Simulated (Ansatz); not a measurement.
Runs of Ansatz 0.2.0 on TiTe. It takes space group F-43m (No. 216, cubic). Conventional cell: a = 6.621 Å, b = 6.621 Å, c = 6.621 Å, α = 90.00°, β = 90.00°, γ = 90.00°. Ti (site symmetry -43m) has 4 Te at 2.87 Å as nearest neighbours. Te (site symmetry -43m) has 4 Ti at 2.87 Å as nearest neighbours. The cell comes from a database or a generator and needn't be the stable form of this composition.

```csv
task,level,U,cell,hubbard projectors,double counting,gap on the mesh (eV),pressure (GPa),relaxed volume (Å³/atom)
projected density of states,r2SCAN,-,as given,-,-,none,(a),-
relaxation of cell and atoms,r2SCAN+D3(BJ)-ATM,-,relaxed,-,-,none,0.0,(c)
projected density of states,r2SCAN+U,Ti d U = 6 eV,as given,ortho-atomic (the default),fll (the default),none,-4.0,-
projected density of states,r2SCAN+U,Ti d U = 8 eV,as given,ortho-atomic (the default),fll (the default),none,-3.5,-
projected density of states,r2SCAN+U,Ti d U = 1 eV,as given,ortho-atomic (the default),fll (the default),none,-6.7,-
relaxation of cell and atoms,r2SCAN+D3(BJ),-,relaxed,-,-,none,0.0,29.65
relaxation of cell and atoms,r2SCAN+D4,-,relaxed,-,-,none,0.0,(b)
projected density of states,r2SCAN+U,Ti d U = 3 eV,as given,ortho-atomic (the default),fll (the default),none,-5.2,-
```

Alike in all rows: potentials or basis Ansatz PAW; no spin polarisation; k mesh 7 × 7 × 7; cutoff (eV) 500; smearing fermi-dirac 0.05 eV.

Question: Estimate the missing entries.

Answer: (a) -7.1; (b) 29.83; (c) 29.75.

Caveats: the PAW data sets come from PBE, with cores solved anew for the run's functional, which leaves a small shift of forces and pressure; the density of states is complete only up to the lowest level of the last band computed (some runs); U without spin polarisation on a metal has little footing (some runs); the U is typed as a test and isn't derived for this compound (some runs); the volume moved by over 15 % at a fixed basis, so the end points are rough (some runs); the plane-wave basis is chosen anew once the cell has moved, so the energies of steps on either side of that aren't comparable (some runs); pairwise dispersion overbinds metals, which lowers pressure and volume (some runs).

A k mesh can miss the band edges, and the runs leave out spin-orbit coupling on Te.

A gap of «none» marks a metal or a gap under the smearing width.
